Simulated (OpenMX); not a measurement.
**SnO under changes of volume**

One of the cells (18.125 Å³/atom); the others are scaled copies at fixed shape and fractional positions:

```
CELL_PARAMETERS angstrom
3.83895 0.00000 0.00000
0.00000 3.83895 0.00000
0.00000 0.00000 4.91928
ATOMIC_POSITIONS crystal
Sn 0.50000 0.00000 0.76463
Sn 0.00000 0.50000 0.23537
O 0.00000 0.00000 0.00000
O 0.50000 0.50000 0.00000
```

The cell is a database's computed one.

| Quantity | Value |
| --- | --- |
| Program | OpenMX 3.8.5 |
| Functional | PBE |
| Potentials or basis | OpenMX 2013 PBE set, Sn7.0-s3p2d2, O6.0-s2p2d1, fixed grid of 50 × 50 × 64 points |
| k mesh | 7 × 7 × 7 |
| Occupations | fermi-dirac, width 0.05 eV |
| Spin | no spin polarisation |

```csv
volume (Å³/atom),energy over the lowest point (meV/atom),gap on the mesh (eV),largest force (eV/Å)
16.703,104.95,0.06,2.201
17.058,73.58,0.14,1.864
17.414,?,?,?
18.125,14.95,0.36,0.924
18.480,5.45,0.43,0.645
18.835,0.00,0.49,0.366
```

Problem. What does the run at 17.414 Å³/atom give?

Solution. Energy over the lowest point 48.45 meV/atom; gap on the mesh 0.21 eV; largest force 1.510 eV/Å.

Worked out: A Birch-Murnaghan fit of order 3 (a polynomial in V^(-2/3)) to the other rows has its minimum at 19.18 Å³/atom, just outside them, with B0 = V·E''(V) = 82 GPa and B' = 4.7 at fixed shape and positions, which overstates the stiffness. It gives 48.48 meV/atom at 17.414 Å³/atom, against the run's 48.45.

Energies are extrapolated to zero smearing.

Caveats: the basis has few d functions beyond the semicore shells, which can make volumes several per cent too large; spin-orbit coupling is left out, which moves the levels of the heavy elements; an odd mesh through Γ misses points on the zone boundary, where band edges often lie; the basis of atomic orbitals isn't converged, which shifts pressures, moduli and gaps; forces of over 1 eV/Å show positions far from the minimum, so gaps and moduli don't describe the material at rest (some runs).
